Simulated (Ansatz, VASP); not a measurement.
**GaP: VASP beside Ansatz**

```
Ga P
1.0
     0.00000    2.75537    2.75537
     2.75537    0.00000    2.75537
     2.75537    2.75537    0.00000
Ga P
1 1
Cartesian
  0.0000 0.0000 0.0000
  2.7554 2.7554 2.7554
```

Alike in both runs: task single point; functional PBE; k mesh 14 × 14 × 14; occupations gaussian, width 0.1 eV; no spin polarisation.

|  | VASP | Ansatz |
| --- | --- | --- |
| version | VASP 6.6.1 | Ansatz 0.2.0 |
| potentials or method | VASP PAW PBE potentials, release 64 (Ga_d, P) | scalar-relativistic, plane waves, PAW |
| plane-wave cutoff (eV) | 520 | 420 |
| valence electrons in the cell | 18 | 18 |

```csv
,VASP,Ansatz,Ansatz less VASP
gap on the k mesh at the Fermi level (eV),none,none,-
pressure (GPa),-10.7,-10.8,-0.04
```

A gap of «none» marks a metal or a gap that the smearing closes.
